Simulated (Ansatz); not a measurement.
Elastic constants of KCl (Fm-3m), step by step

```
CELL_PARAMETERS angstrom
0.00000 3.12128 3.12128
3.12128 0.00000 3.12128
3.12128 3.12128 0.00000
ATOMIC_POSITIONS crystal
K 0.00000 0.00000 0.00000
Cl 0.50000 0.50000 0.50000
```

The conventional cell has a = 6.243 Å, b = 6.243 Å, c = 6.243 Å, α = 90.00°, β = 90.00°, γ = 90.00°. K (atom 1) is surrounded by 6 Cl at 3.12 Å. Cl (atom 2) is surrounded by 6 K at 3.12 Å.

Computed, not measured; unless marked otherwise by PBEsol, all-electron LAPW in Ansatz 0.2.0, scalar-relativistic. k mesh 6×6×6, fixed occupations, basis error target 0.5 meV/atom. The cell was relaxed by PAW under this functional.

The cell is cubic and carries a residual pressure of 0.01 GPa at this level. Each strain component that symmetry leaves independent is applied at ±0.003, the ions relax wherever a strain frees them, and the stress (tension positive, GPa) is read. Shears are engineering strains, γ = 2ε.

| strain | size | σxx | σyy | σzz | σyz | σxz | σxy |
| --- | --- | --- | --- | --- | --- | --- | --- |
| xx | -0.003 | -0.1415 | -0.0275 | -0.0275 | 0.0000 | 0.0000 | 0.0000 |
| xx | +0.003 | 0.1177 | 0.0092 | 0.0092 | 0.0000 | 0.0000 | 0.0000 |
| yz | -0.003 | -0.0090 | -0.0090 | -0.0090 | -0.0195 | 0.0000 | 0.0000 |
| yz | +0.003 | -0.0090 | -0.0090 | -0.0090 | 0.0195 | 0.0000 | 0.0000 |

A central difference gives one constant, for example C11 ≈ (0.1177 − (-0.1415))/(0.006) = 43.2 GPa; the program then imposes the crystal's symmetry on the whole matrix.

Task: What are the independent elastic constants?

Result: C11 = 43.2, C12 = 6.1, C44 = 6.5 GPa.

Task: Do they meet the Born conditions?

Result: C11 − C12 = 37.1, C11 + 2C12 = 55.5 and C44 = 6.5 GPa must all be positive, so the crystal is elastically stable; that says nothing yet of its phonons.

Task: What moduli does a random aggregate of grains have?

Result: B = (C11 + 2C12)/3 = 18.5 GPa. G_V = (C11 − C12 + 3C44)/5 = 11.3 and G_R = 5(C11 − C12)C44/(4C44 + 3(C11 − C12)) = 8.8, so G_H = 10.0 GPa. Then E = 9BG/(3B + G) = 25.5 GPa, ν = (3B − 2G)/(6B + 2G) = 0.270 and B/G = 1.84, on the ductile side of Pugh's 1.75 (a rule of thumb, made for metals; it doesn't predict ductility here).

Task: With the density of 2.035 g/cm³, how fast does sound travel, and what Debye temperature follows?

Result: 

```csv
direction,slow (m/s),middle (m/s),fast (m/s)
[100],1785,1785,4607
[110],1785,3018,3912
[111],2671,2671,3651
```

The mean of v⁻³ over directions and branches gives v_m = 2402 m/s and θ_D = (ħ/k_B) v_m (6π²n)^(1/3) = 229 K, n being atoms per volume. Young's modulus spans 17 to 42 GPa over directions, and the universal anisotropy index is 1.45.

Task: How far do the constants move if PAW replaces LAPW in the same cell?

Result: 

| constant | LAPW (GPa) | PAW (GPa) | difference |
| --- | --- | --- | --- |
| C11 | 43.2 | 43.2 | 0.0 |
| C12 | 6.1 | 6.1 | 0.0 |
| C44 | 6.5 | 6.5 | 0.0 |

Task: What happens at 2 GPa (cell relaxed there)?

Result: The volume falls to 0.9172 of its value, and C11 = 66.9, C12 = 8.4, C44 = 5.5 GPa (slopes of the stress), in this structure whether or not another phase takes over.

Known limits: the frozen-core PAW files of the compared runs were fitted under PBE, their cores solved anew for this functional.
